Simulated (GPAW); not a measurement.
Runs of GPAW 26.7.0 on Sb. Symmetry: P2_1/m, No. 11, monoclinic system. Conventional cell: a = 3.122 Å, b = 4.348 Å, c = 4.406 Å, α = 90.00°, β = 90.51°, γ = 90.00°. Sb (site symmetry m) is surrounded by 6 Sb at 3.04 to 3.15 Å. This isn't the form of Sb at room conditions, which is rhombohedral.

```csv
task,level,potentials or basis,cell,k mesh,band path,band points,mesh quality,gap on the mesh (eV),pressure (GPa),largest force (eV/Å)
band structure,LDA,"the program's PAW data sets (release 1.2.1) made for this functional, pw",as given,6 × 4 × 4,"GYHCEM1AXH1,MDZ,YD",80,coarse,-,-3.4,0.04
single point,PBEsol,"PAW data sets generated in the run's folder for this functional, pw",as given,9 × 6 × 6,-,-,not flagged,none,-2.5,0.04
band structure,PBEsol,"PAW data sets generated in the run's folder for this functional, pw",as given,6 × 4 × 4,"GYHCEM1AXH1,MDZ,YD",80,coarse,-,-2.2,(a)
single point,PBEsol,"PAW data sets generated in the run's folder for this functional, pw","atoms moved at random, drawn with an rms of 0.05 Å",9 × 6 × 6,-,-,not flagged,none,-2.3,0.09
```

Alike in all rows: no spin polarisation; cutoff (eV) 600; smearing fermi-dirac 0.05 eV.

Question: Estimate the missing entries.

Answer: (a) 0.05.

Caveats: some runs use coarse meshes; spin-orbit coupling is left out, which moves the levels of the heavy elements (some runs).

A k mesh can miss the band edges, and the runs leave out spin-orbit coupling on Sb.

A gap of «none» marks a metal or a gap under the smearing width.
